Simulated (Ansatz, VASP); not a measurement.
One calculation of SrO, two programs

The input INCAR:

```
SYSTEM = SrO
PREC = Accurate
ENCUT = 520
EDIFF = 1E-7
ISMEAR = -1
SIGMA = 0.05
LREAL = .False.
LASPH = .True.
NELM = 60
ALGO = Normal
ISIF = 2
LWAVE = .False.
LCHARG = .True.
GGA = PS
LELF = .True.
LVHAR = .True.
NBANDS = 15
```

Contents of KPOINTS:

```
regular mesh
0
Gamma
  7 7 7
  0 0 0
```

The input POSCAR:

```
SrO
1.0
    0.0000000000      2.5663000000      2.5663000000
    2.5663000000      0.0000000000      2.5663000000
    2.5663000000      2.5663000000      0.0000000000
Sr O
1 1
Direct
    0.5000000000      0.5000000000      0.5000000000
    0.0000000000      0.0000000000      0.0000000000
```

Contents of input.yaml:

```yaml
crystal:
  lattice:
    - [0.0, 2.5663, 2.5663]
    - [2.5663, 0.0, 2.5663]
    - [2.5663, 2.5663, 0.0]
  atoms:
    - { symbol: Sr, position: [0.5, 0.5, 0.5] }
    - { symbol: O, position: [0.0, 0.0, 0.0] }
kpoints:
  mp_grid: { grid: [7, 7, 7] }
  band_path:
    path:
      - [0.0, 0.0, 0.0]
      - [0.5, 0.0, 0.5]
      - [0.5, 0.25, 0.75]
      - [0.375, 0.375, 0.75]
      - [0.0, 0.0, 0.0]
      - [0.5, 0.5, 0.5]
      - [0.625, 0.25, 0.625]
      - [0.5, 0.25, 0.75]
    npoints: 12
scf:
  occupations: { method: fermi_dirac, width: 0.05 }
hamiltonian:
  xc: pbesol
  pseudopotentials: { kind: all_electron, lapw: { basis_error: 0.001 } }
output:
  forces: true
  stress: true
  eigenvalues: true
```

Alike in both runs: functional PBEsol; k mesh 7 × 7 × 7; occupations fermi-dirac, width 0.05 eV; no spin polarisation.

```csv
,VASP,Ansatz
version,VASP 6.6.1,Ansatz 0.2.0
potentials or method,"VASP PAW PBE potentials, release 64 (Sr_sv, O)","all-electron LAPW, scalar-relativistic"
plane-wave cutoff (eV),520,see its input
task,single point,band structure
```

VASP gave:

| Quantity | Value |
| --- | --- |
| gap on the k mesh at the Fermi level (eV) | 3.25 |
| least direct gap on the mesh (eV) | 3.35 |
| pressure (GPa) | 0.1 |

Q: Estimate Ansatz's values.

A: gap on the k mesh at the Fermi level (eV): 3.29; least direct gap on the mesh (eV): 3.38; pressure (GPa): -0.5.

Ansatz ran all-electron here, so the differences hold the error of VASP's frozen core and of both bases.

Caveats: the PAW data sets were made with another functional, which shifts forces and pressure a little (VASP); an odd mesh through Γ misses points on the zone boundary, where band edges often lie (VASP); the mesh misses the band edges, which the band path finds closer together (Ansatz).
